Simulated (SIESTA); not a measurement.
**I under changes of volume**

One of the cells (43.483 Å³/atom); the others are scaled copies at fixed shape and fractional positions:

```xyz
4
Lattice="3.6591 -2.4109 0.0000 3.6591 2.4109 0.0000 0.0000 0.0000 9.8583" Properties=species:S:1:pos:R:3 pbc="T T T"
I     3.6591   -0.7199    3.7895
I     3.6591    1.6910    1.1396
I     3.6591    0.7199    6.0688
I     3.6591   -1.6910    8.7187
```

| Property | Result |
| --- | --- |
| Program | SIESTA 5.4.2 |
| Functional | PBEsol |
| Potentials or basis | PseudoDojo 0.4 standard (PBEsol files) |
| Basis | DZP (energy shift 0.003 Ry) |
| Grid cutoff | 500 Ry |
| Energy shift | 0.003 Ry |
| k mesh | 7 × 7 × 3 |
| Occupations | fermi-dirac, width 0.05 eV |
| Spin | no spin polarisation |

```tsv
volume (Å³/atom)	energy over the lowest point (meV/atom)	pressure (GPa)	gap on the mesh (eV)	largest force (eV/Å)
40.073	21.89	2.4	1.27	1.933
40.926	11.23	1.6	1.22	1.697
41.778	4.31	1.0	1.17	1.480
43.483	0.00	-0.1	1.08	1.095
44.336	1.92	-0.6	1.04	0.922
45.189	?	?	?	?
```

Question: What does the run at 45.189 Å³/atom give?

Answer: Energy over the lowest point 6.15 meV/atom; pressure -1.0 GPa; gap on the mesh 1.00 eV; largest force 0.763 eV/Å.

Worked out: A Birch-Murnaghan fit of order 3 (a polynomial in V^(-2/3)) to the other rows has its minimum at 43.27 Å³/atom with B0 = V·E''(V) = 26 GPa and B' = 5.0 at fixed shape and positions, which overstates the stiffness. It gives 6.15 meV/atom at 45.189 Å³/atom, against the run's 6.15, and -dE/dV = -1.0 GPa, against -1.0. A straight line through the other rows of the gap, of slope -2.28 eV per unit of ln V, extrapolates to 0.99 eV, against the run's 1.00.

Energies are extrapolated to zero smearing.

Caveats: spin-orbit coupling is left out, which moves the levels of the heavy elements; an odd mesh through Γ misses points on the zone boundary, where band edges often lie; the basis of atomic orbitals isn't converged, which shifts pressures, moduli and gaps; forces of over 1 eV/Å show positions far from the minimum, so gaps and moduli don't describe the material at rest (some runs).
